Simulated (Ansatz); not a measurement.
**Al, omega (AlB2-type): how the functional moves the structure**

All rows: Ansatz, plane waves with scalar-relativistic PAW, 420 eV (500 eV for the SCAN forms), relaxed under each functional, no dispersion correction, no zero-point motion. B₀ comes from uniform scaling at fixed shape; a dash is a value not given.

```json
{"functional": "PBE", "V (Å³/atom)": "17.20", "cell": "a = 4.584 Å, c = 2.836 Å (c/a = 0.619)", "B₀ (GPa)": "67", "magnetic state": "spin not included", "ΔE to fcc (meV/atom)": "115"}
{"functional": "r²SCAN", "V (Å³/atom)": "16.50", "cell": "a = 4.517 Å, c = 2.801 Å (c/a = 0.620)", "B₀ (GPa)": "81", "magnetic state": "spin not included", "ΔE to fcc (meV/atom)": "141"}
{"functional": "LDA", "V (Å³/atom)": "16.48", "cell": "a = 4.519 Å, c = 2.796 Å (c/a = 0.619)", "B₀ (GPa)": "73", "magnetic state": "spin not included", "ΔE to fcc (meV/atom)": "120"}
{"functional": "revPBE", "V (Å³/atom)": "17.45", "cell": "a = 4.605 Å, c = 2.850 Å (c/a = 0.619)", "B₀ (GPa)": "66", "magnetic state": "spin not included", "ΔE to fcc (meV/atom)": "114"}
{"functional": "RPBE", "V (Å³/atom)": "17.53", "cell": "a = 4.612 Å, c = 2.855 Å (c/a = 0.619)", "B₀ (GPa)": "66", "magnetic state": "spin not included", "ΔE to fcc (meV/atom)": "114"}
{"functional": "BLYP", "V (Å³/atom)": "18.49", "cell": "a = 4.675 Å, c = 2.931 Å (c/a = 0.627)", "B₀ (GPa)": "48", "magnetic state": "spin not included", "ΔE to fcc (meV/atom)": "87"}
```

What does PBEsol give?

V (Å³/atom): 16.84; cell: a = 4.554 Å, c = 2.813 Å (c/a = 0.618); B₀ (GPa): 72; magnetic state: spin not included; ΔE to fcc (meV/atom): 119.
